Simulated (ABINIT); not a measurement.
The system is Al.

```
CELL_PARAMETERS angstrom
2.72176 0.00000 0.00000
0.00000 2.72176 0.00000
0.00000 0.00000 2.72176
ATOMIC_POSITIONS crystal
Al 0.00000 0.00000 0.00000
```

The cell was built by a generator and needn't be a form met in nature.

Base run:

```yaml
Program: ABINIT 10.8.3 (patched build)
Functional: r2SCAN
Potentials_or_basis: JTH PAW PBE v2.0
Cutoff: 490 eV
k_mesh: 10 × 10 × 10
Occupations: fermi-dirac, width 0.05 eV
Spin: no spin polarisation
```

Its results: band gap on the k mesh none (metal or under the smearing width); pressure -0.6 GPa.

After a change of settings the same cell gave: band gap on the k mesh none (metal or under the smearing width); pressure 3.8 GPa. Which change was it?
A. functional from r2SCAN to PBE
B. functional from r2SCAN to RPBE
C. functional from r2SCAN to LDA
D. functional from r2SCAN to BLYP

D.

Caveats: the PAW data sets were made with another functional, which shifts forces and pressure a little.
